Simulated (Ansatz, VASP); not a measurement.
**Y: VASP beside Ansatz**

Contents of INCAR:

```
ALGO     = Normal         # electronic algorithm
EDIFF    = 1E-6           # SCF threshold, eV
ENCUT    = 520            # plane-wave cutoff, eV
GGA      = PS             # functional
ISIF     = 2              # what is computed and relaxed
ISMEAR   = -1             # smearing method
LASPH    = T              # aspherical terms in the spheres
LCHARG   = F              # write CHGCAR
LREAL    = F              # projectors in reciprocal space
LWAVE    = F              # write WAVECAR
NBANDS   = 18             # bands
NELM     = 60             # most SCF steps
PREC     = Accurate       # precision mode
SIGMA    = 0.1            # smearing width, eV
```

KPOINTS

```
k-points
0
Gamma
  10 10 6
```

The input POSCAR:

```
Y
1.0
    3.5944935492      0.0000000000      0.0000000000
   -1.7972467746      3.1129227274      0.0000000000
    0.0000000000      0.0000000000      5.6066676414
Y
2
Direct
    0.3333333333      0.6666666667      0.2500000000
    0.6666666667      0.3333333333      0.7500000000
```

Input for Ansatz:

```yaml
crystal:
  lattice:
    - [3.59449354923, 0.0, 0.0]
    - [-1.79724677462, 3.11292272737, 0.0]
    - [0.0, 0.0, 5.60666764137]
  atoms:
    - { symbol: "Y", position: [0.333333333333, 0.666666666667, 0.25] }
    - { symbol: "Y", position: [0.666666666667, 0.333333333333, 0.75] }
kpoints:
  mp_grid: { grid: [10, 10, 6] }
scf:
  occupations: { method: fermi_dirac, width: 0.1 }
hamiltonian:
  xc: pbesol
  pseudopotentials: { kind: all_electron, lapw: { basis_error: 0.001 } }
output:
  forces: true
  stress: true
  eigenvalues: true
  eigenstates:
    nscf_kmesh: { grid: [16, 16, 12] }
    de_dk: true
    e_range: [-14, 14]
  optics:
    e_range: [0, 25]
    de: 0.2
    sigma: 0.25
    bands: { spectra_wanted_up_to: 25 }
    nscf_kmesh: { grid: [16, 16, 12] }
    drude_damping: 0.1
checkpoint:
  write: ck
  write_wavefunctions: false
```

Alike in both runs: task single point; functional PBEsol; k mesh 10 × 10 × 6; occupations fermi-dirac, width 0.1 eV; no spin polarisation.

```csv
,VASP,Ansatz
version,VASP 6.6.1,Ansatz 0.2.0
potentials or method,"VASP PAW PBE potentials, release 64 (Y_sv)","all-electron LAPW, scalar-relativistic"
plane-wave cutoff (eV),520,see its input
```

```csv
,VASP,Ansatz,Ansatz less VASP
pressure (GPa),-0.1,0.0,+0.13
```

Ansatz ran all-electron here, so the differences hold the error of VASP's frozen core and of both bases. Ansatz warned: «optics_on_partly_filled_bands».

Caveats: the PAW data sets were made with another functional, which shifts forces and pressure a little (VASP).
